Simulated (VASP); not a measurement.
# AlRu: molecular dynamics with a monitored distance, by stops when the distance exceeds

AlRu, Pm-3m (no. 221), 8 atoms in the cell. PBE, molecular dynamics; PAW potentials Ru, Al (PBE set).

| Stops when the distance exceeds (Å) | Largest distance met (Å) | Steps run | Mean temperature (K) | Time (s) |
|---|---|---|---|---|
| 2.746 | 2.644 | 80 | 498 | 177 |
| 4.145 | 2.644 | 80 | 498 | 151 |

Limits: 160 fs of 8 atoms are too short for converged averages; the distance is that to the nearest periodic copy, which so small a cell caps; the cell is only 3.0 Å across, so each atom moves in step with near copies of itself.

## Input of the first row

INCAR:
```
SYSTEM = AlRu
  GGA = PE
  PREC = Normal
  ENCUT = 240
  EDIFF = 1E-5
  NELMIN = 4
  NELM = 60
  ALGO = Fast
  LREAL = Auto
  LASPH = .TRUE.
  ISMEAR = -1
  SIGMA = 0.05
  ISYM = 0
  LWAVE = .FALSE.
  LCHARG = .FALSE.
  IBRION = 0
  NSW = 80
  POTIM = 2.0
  TEBEG = 600
  TEEND = 600
  ISIF = 2
  MDALGO = 1
  ANDERSEN_PROB = 0.05
  RANDOM_SEED = 502927 0 0
  VALUE_MAX = 2.746
  VALUE_MIN = 1.295
  KPAR = 2
```

KPOINTS:
```
k-points
0
Monkhorst-Pack
  4 4 1
```

ICONST:
```
R 1 5 7
```

POSCAR:
```
AlRu
1.0
    2.9916000000      0.0000000000      0.0000000000
    0.0000000000      2.9916000000      0.0000000000
    0.0000000000      0.0000000000     11.9664000000
Ru Al
4 4
Direct
    0.5000000000      0.5000000000      0.1250000000
    0.5000000000      0.5000000000      0.3750000000
    0.5000000000      0.5000000000      0.6250000000
    0.5000000000      0.5000000000      0.8750000000
    0.0000000000      0.0000000000      0.0000000000
    0.0000000000      0.0000000000      0.2500000000
    0.0000000000      0.0000000000      0.5000000000
    0.0000000000      0.0000000000      0.7500000000
```

Commands:
```
cat potpaw_PBE.64/Ru/POTCAR potpaw_PBE.64/Al/POTCAR > POTCAR
mpirun -np 2 vasp_std > vasp.out
```

Changes of the last row against the first:
```
- VALUE_MAX = 2.746
+ VALUE_MAX = 4.145
```

VASP 6.6.1 took 177 s on 2 cores (Intel Xeon Platinum 8488C (Sapphire Rapids)), a shared host.
